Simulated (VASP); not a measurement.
# GaAs (F-43m) in VASP: notebook, part 2 of 2

VASP 6.6.1.

### Step 3. Relaxation of cell and atoms, r2SCAN

This run uses another cell than the first one, of 22.75 Å³/atom, 0.957 times its volume.

Input file INCAR:

```
SYSTEM = GaAs
PREC     = Accurate       ! precision mode
ENCUT    = 600            ! plane-wave cutoff, eV
EDIFF    = 1E-6           ! SCF threshold, eV
ISMEAR   = 0              ! smearing method
SIGMA    = 0.02           ! smearing width, eV
LREAL    = .FALSE.        ! projectors in reciprocal space
LASPH    = .TRUE.         ! aspherical terms in the spheres
NELM     = 120            ! most SCF steps
ALGO     = Normal         ! electronic algorithm
ISIF     = 3              ! what is computed and relaxed
LWAVE    = .FALSE.        ! write WAVECAR
LCHARG   = .FALSE.        ! write CHGCAR
METAGGA  = R2SCAN         ! meta-GGA
LMIXTAU  = .TRUE.       
IBRION   = 2              ! ionic algorithm
NSW      = 80             ! ionic steps
EDIFFG   = -0.005         ! ionic threshold
KPAR     = 2
```

Input file KPOINTS:

```
regular mesh
0
G
  9 9 9
  0 0 0
```

Input file POSCAR:

```
GaAs                                    
1.0
    0.0000000000      2.8337223928      2.8337223928
    2.8337223928     -0.0000000000      2.8337223928
    2.8337223928      2.8337223928      0.0000000000
  Ga              As            
     1     1
Direct
     0.0000000000000000    0.0000000000000000    0.0000000000000000
     0.7500000000000000    0.7500000000000000    0.7500000000000000
```

Potentials or basis: VASP PAW PBE potentials, release 64 (Ga_d, As).

Launch:

```sh
$ cat potpaw_PBE.64/Ga_d/POTCAR potpaw_PBE.64/As/POTCAR > POTCAR
$ mpirun -np 2 vasp_std > vasp.out
```

OUTCAR:

```text
SYSTEM = GaAs
   PREC = Accurate
   ENCUT = 600
   EDIFF = 1E-6
   ISMEAR = 0
   LREAL = .FALSE.
   LASPH = .TRUE.
   NELM = 120
   ISIF = 3
   METAGGA = R2SCAN
   IBRION = 2
   NSW = 80
   EDIFFG = -0.005

 ion  position               nearest neighbor table
   1  0.000  0.000  0.000-   2 2.45   2 2.45   2 2.45   2 2.45
   2  0.750  0.750  0.750-   1 2.45   1 2.45   1 2.45   1 2.45

  LATTYP: Found a face centered cubic cell.
 ALAT       =     5.6674447856

  Lattice vectors:

 A1 = (   0.0000000000,   2.8337223928,   2.8337223928)
 A2 = (   2.8337223928,   0.0000000000,   2.8337223928)
 A3 = (   2.8337223928,   2.8337223928,   0.0000000000)

Analysis of symmetry for initial positions (statically):
=====================================================================
 Subroutine PRICEL returns:
 Original cell was already a primitive cell.

 Routine SETGRP: Setting up the symmetry group for a
 face centered cubic supercell.

 Subroutine GETGRP returns: Found 24 space group operations
 (whereof 24 operations were pure point group operations)
 out of a pool of 48 trial point group operations.

The static configuration has the point symmetry T_d .

Analysis of symmetry for dynamics (positions and initial velocities):
=====================================================================
 Subroutine PRICEL returns:
 Original cell was already a primitive cell.

 Routine SETGRP: Setting up the symmetry group for a
 face centered cubic supercell.

 Subroutine GETGRP returns: Found 24 space group operations
 (whereof 24 operations were pure point group operations)
 out of a pool of 48 trial point group operations.

The dynamic configuration has the point symmetry T_d .

 Subroutine INISYM returns: Found 24 space group operations
 (whereof 24 operations are pure point group operations),
 and found     1 'primitive' translations

----------------------------------------------------------------------------------------
[... 174 lines left out ...]

  energy  without entropy=      -27.0560968286  energy(sigma->0) =      -27.05609683

--------------------------------------- Ionic step        2  -------------------------------------------

 number of electron      18.0000010 magnetization

 Free energy of the ion-electron system (eV)
  ---------------------------------------------------
  ext. energy  EPLUGINS =         0.00000000
  ---------------------------------------------------
  free energy    TOTEN  =       -27.05610071 eV

  energy without entropy =      -27.05610071  energy(sigma->0) =      -27.05610071

 E-fermi :   3.7672     XC(G=0): -10.2169

 val. band max:        3.6027203785   @ k =   0.0000   0.0000   0.0000
 cond. band min:       4.5338129508   @ k =   0.0000   0.0000   0.0000
 fundamental gap:      0.9310925723
 Fermi energy:         3.7671577350

 k-point     1 :       0.0000    0.0000    0.0000
  band No.  band energies     occupation
      1     -11.6196      2.00000
      2     -11.6196      2.00000
      3     -11.6196      2.00000
      4     -11.5320      2.00000
      5     -11.5320      2.00000
      6      -9.5483      2.00000
      7       3.6027      2.00000
      8       3.6027      2.00000
      9       3.6027      2.00000
     10       4.5338      0.00000
     11       7.6415      0.00000
     12       7.6416      0.00000
     13       7.6416      0.00000
[... 354 lines left out ...]
  band No.  band energies     occupation
      1     -11.7354      2.00000
      2     -11.5700      2.00000
      3     -11.5700      2.00000
      4     -11.5571      2.00000
      5     -11.5190      2.00000
      6      -7.1097      2.00000
      7      -3.1383      2.00000
      8       0.9091      2.00000
      9       0.9091      2.00000
     10       5.3205      0.00000
     11       5.7415      0.00000
     12      13.9830      0.00000
     13      13.9830      0.00000

 [... further k-points ...]

------------------------ aborting loop because EDIFF is reached ----------------------------------------

  FORCE on cell =-STRESS in cart. coord.  units (eV):
  Direction    XX          YY          ZZ          XY          YZ          ZX
  --------------------------------------------------------------------------------------
  -------------------------------------------------------------------------------------
  Total       -0.0082361     -0.0082361     -0.0082361     -0.0000000      0.0000000     -0.0000000
  in kB       -0.2897267     -0.2897267     -0.2897267     -0.0000000      0.0000000     -0.0000000
  external PRESSURE =      -0.2897267 kB  Pullay stress =       0.0000000 kB

 VOLUME and BASIS-vectors are now :
 -----------------------------------------------------------------------------
  energy-cutoff  :      600.00
  volume of cell :       45.55
      direct lattice vectors                 reciprocal lattice vectors
     0.000000000  2.834465146  2.834465146    -0.176400123  0.176400123  0.176400123
     2.834465146  0.000000000  2.834465146     0.176400123 -0.176400123  0.176400123
     2.834465146  2.834465146  0.000000000     0.176400123  0.176400123 -0.176400123

 POSITION                                       TOTAL-FORCE (eV/Angst)
 -----------------------------------------------------------------------------------
      2.83447      2.83447      0.00000         0.000000      0.000000      0.000000
      4.25170      4.25170      4.25170        -0.000000     -0.000000     -0.000000
 -----------------------------------------------------------------------------------
    total drift:                               -0.000008     -0.000008     -0.000008

  FREE ENERGIE OF THE ION-ELECTRON SYSTEM (eV)
  ---------------------------------------------------
  free  energy   TOTEN  =       -27.0561007091 eV

  energy  without entropy=      -27.0561007091  energy(sigma->0) =      -27.05610071

 reached required accuracy - stopping structural energy minimisation
```

CONTCAR:

```text
GaAs
   1.00000000000000
     0.0000000000000000    2.8344651457854853    2.8344651457854853
     2.8344651457854853    0.0000000000000000    2.8344651457854853
     2.8344651457854853    2.8344651457854853    0.0000000000000000
  Ga              As
     1     1
Direct
     0.0000000000000000    0.0000000000000000    1.0000000000000000
     0.7500000000000000    0.7500000000000000    0.7500000000000000

  0.00000000E+00  0.00000000E+00  0.00000000E+00
  0.00000000E+00  0.00000000E+00  0.00000000E+00
```

Run time: 71 s. Hardware: 2 MPI ranks of Intel Xeon Platinum 8488C (Sapphire Rapids), shared host; peak memory 0.2 GiB.

What came out:

```yaml
Free_energy: -27.0561 eV
Relaxed_volume: 22.77 Å³/atom
Relaxed_cell: a = 4.009 Å, b = 4.009 Å, c = 4.009 Å, α = 60.00°, β = 60.00°, γ = 60.00°
Space_group_after_relaxing_to_0.05_Å: F-43m (No. 216)
Energy_gained_by_relaxing: 0.0 meV/atom
Ionic_steps: 2
Pressure_after_relaxing: 0.0 GPa
Band_gap_on_the_k_mesh: 0.93 eV, direct
```

Final structure:
```cif
data_structure
_symmetry_space_group_name_H-M 'P 1'
_symmetry_Int_Tables_number 1
_cell_length_a 4.0085
_cell_length_b 4.0085
_cell_length_c 4.0085
_cell_angle_alpha 60.000
_cell_angle_beta 60.000
_cell_angle_gamma 60.000
_cell_volume 45.55
loop_
_atom_site_label
_atom_site_type_symbol
_atom_site_fract_x
_atom_site_fract_y
_atom_site_fract_z
_atom_site_occupancy
Ga1 Ga 0.00000 0.00000 0.00000 1
As1 As 0.75000 0.75000 0.75000 1
```

Caveat: the PAW data sets were made with another functional, which shifts forces and pressure a little; an odd mesh through Γ misses points on the zone boundary, where band edges often lie.
